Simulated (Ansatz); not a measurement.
# Sn: the cost of one run

Program: Ansatz 0.2.0. Level of theory: DFT PBE, scalar-relativistic, plane waves, PAW. These are calculated values, not measurements.

2 further runs of the same task are left out: 2 set aside as unsound or not needed.

### 1 The structure to begin with

Symmetry: Fd-3m, No. 227, cubic system. The conventional cell has a = 6.655 Å, b = 6.655 Å, c = 6.655 Å, α = 90.00°, β = 90.00°, γ = 90.00°. Sn (site symmetry -43m) is surrounded by 4 Sn at 2.88 Å.

Structure file:

```cif
data_structure
_symmetry_space_group_name_H-M 'P 1'
_symmetry_Int_Tables_number 1
_cell_length_a 4.7055
_cell_length_b 4.7055
_cell_length_c 4.7055
_cell_angle_alpha 60.000
_cell_angle_beta 60.000
_cell_angle_gamma 60.000
_cell_volume 73.67
loop_
_atom_site_label
_atom_site_type_symbol
_atom_site_fract_x
_atom_site_fract_y
_atom_site_fract_z
_atom_site_occupancy
Sn1 Sn 0.00000 0.00000 0.00000 1
Sn2 Sn 0.25000 0.25000 0.25000 1
```

It is the result of an earlier relaxation at this level (volume 36.84 Å³/atom; gap on the mesh: none (metal)).

### 2 Next: the linear chain

A free-standing chain of the crystal's atoms, periodic along c. Atoms and period relax; energies count from the bulk, -6024.2124 eV an atom.

The cell holds 1 Sn: a = 9.000 Å, b = 9.300 Å, c = 2.593 Å, α = 90.00°, β = 90.00°, γ = 90.00°.

### 3 Relaxing it

Pressure and volume refer to the whole cell with its vacuum; only the period along c may change.

input.yaml

```yaml
crystal:
  lattice:
    - [9.0, 0.0, 0.0]
    - [0.0, 9.3, 0.0]
    - [0.0, 0.0, 2.5933929874]
  atoms:
    - { symbol: Sn, position: [0.5, 0.5, 0.0], spin: 0.5 }
basis:
  ecutwfc: 420
kpoints:
  mp_grid: { grid: [1, 1, 25] }
hamiltonian:
  xc: pbe
scf:
  occupations: { method: gaussian, width: 0.05 }
output:
  forces: true
  stress: true
  eigenvalues: true
  populations: true
  write_density: true
  write_potential: true
  elf: true
  volumetric_format: npy
magnetization:
  spin_polarized: true
relax:
  adjacent_minimum: "off"
  f_tol: 0.01
  max_steps: 45
  cell: { fix: [a, b, alpha, beta, gamma], stress_tol: 0.03 }
```

On the command line:

```sh
ansatz run input.yaml --threads 2 --pin off --max-ram 5120MiB --backend cpu --events-out ev --progress --plain --runs-dir out
```

What time and memory should one allow on 2 threads of AMD EPYC 9R45 (Zen 5), shared host?

About 9.1 s, with a peak of 0.52 GiB.
